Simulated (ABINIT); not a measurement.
Runs of ABINIT 10.8.3 (patched build) on BaZrO3. The structure is cubic, space group Pm-3m (No. 221). Conventional cell: a = 4.191 Å, b = 4.191 Å, c = 4.191 Å, α = 90.00°, β = 90.00°, γ = 90.00°. Around Ba (site symmetry m-3m) lie 12 O at 2.96 Å. Around Zr (site symmetry m-3m) lie 6 O at 2.10 Å. Around O (site symmetry 4/mmm) lie 2 Zr at 2.10 Å. 

```csv
task,level,potentials or basis,k mesh,cutoff (eV),fine-grid cutoff,mesh quality,gap on the mesh (eV),pressure (GPa)
single point,r2SCAN,JTH PAW PBE v2.0,4 × 4 × 4,762,1360.57 eV,not flagged,3.71,1.7
single point,PBEsol,JTH PAW PBE v2.0,4 × 4 × 4,626,1224.51 eV,not flagged,(d),-0.7
single point,r2SCAN,JTH PAW PBE v2.0,5 × 5 × 5,762,1360.57 eV,not flagged,3.82,1.7
band structure,AM05,JTH PAW PBE v2.0,6 × 6 × 6,626,1224.51 eV,not flagged,3.13,(a)
single point,PBEsol,JTH PAW PBE v2.0,2 × 2 × 2,626,1224.51 eV,coarse,2.91,1.1
band structure,HCTH407,JTH PAW PBE v2.0,6 × 6 × 6,626,1224.51 eV,not flagged,3.32,(b)
band structure,LDA,JTH PAW LDA v2.0,6 × 6 × 6,626,1224.51 eV,not flagged,(c),-4.7
single point,LDA,JTH PAW LDA v2.0,5 × 5 × 5,626,1224.51 eV,not flagged,3.19,-4.7
```

Alike in all rows: no spin polarisation; cell as given; smearing fermi-dirac 0.05 eV.

**Question.** Fill in the values left out.

**Answer.** (a) -0.1; (b) 5.6; (c) 3.08; (d) 3.11.

Caveats: some runs use coarse meshes; this set's barium file shifts pressures by 1.5 GPa and gaps by 0.1 eV against other sets; spin-orbit coupling is left out, which moves the levels of the heavy elements; the PAW data sets were made with another functional, which shifts forces and pressure a little (some runs); an odd mesh through Γ misses points on the zone boundary, where band edges often lie (some runs).

A k mesh can miss the band edges, and the runs leave out spin-orbit coupling on Ba, Zr.

Runs at the PBE level aren't shown here.
